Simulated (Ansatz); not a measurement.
**Ba in Ansatz: convergence with k mesh**

Ba:

```
Ba
1.0
    -4.13119    4.13119    3.83677
     4.13119   -4.13119    3.83677
     4.13119    4.13119   -3.83677
Ba
4
Direct
  0.68593 0.18387 0.86023
  0.31307 0.81725 0.13769
  0.18714 0.31898 0.50095
  0.82686 0.69236 0.50884
```

This isn't the form of Ba at room conditions, which is bcc.

The cell isn't the ideal one: atoms moved at random, drawn with an rms of 0.05 Å.

| Property | Result |
| --- | --- |
| Program | Ansatz 0.2.0 |
| Task | convergence study |
| Functional | r2SCAN |
| Potentials or basis | Ansatz PAW |
| Cutoff | 500 eV (not typed: the program's choice for these potentials) |
| k mesh | 2 × 2 × 2 |
| Occupations | fermi-dirac, width 0.05 eV |
| Spin | no spin polarisation |

These are the settings of the first run; the series varies k mesh, with any setting tied to it.

Hardware: 2 threads of Arm Neoverse V2, on a shared host.

```tsv
k mesh	energy less the tightest run, at zero smearing (meV/atom)	pressure (GPa)	largest force (eV/Å)	SCF cycles	CPU time (s)	peak memory (GiB)
2 × 2 × 2	-3.62	0.00	0.124	8	20	1.1
3 × 3 × 2	-12.07	0.00	0.130	7	23	1
3 × 3 × 3	8.30	0.15	0.126	7	27	1
4 × 4 × 4	3.32	-0.07	0.140	7	46	1.1
6 × 6 × 5	-0.46	-0.08	0.134	7	100	1.3
7 × 7 × 6	-0.34	-0.07	0.139	7	160	1.5
8 × 8 × 8	0.00	-0.07	0.136	7	270	2.1
```

Against the tightest run, the energy stays within 1 meV/atom from 6 × 6 × 5 on; the pressure stays within 0.1 GPa from 4 × 4 × 4 on; the largest force stays within 0.005 eV/Å from 4 × 4 × 4 on. Meshes of other sizes hit other points, so gaps and Fermi surfaces needn't settle smoothly. The tightest run that finished is the yardstick and may itself not be fully converged.

Caveat, for the tightest run too: the PAW data sets come from PBE, with cores solved anew for the run's functional, which leaves a small shift of forces and pressure. The run has no spin-orbit coupling, so splittings on Ba are missing.
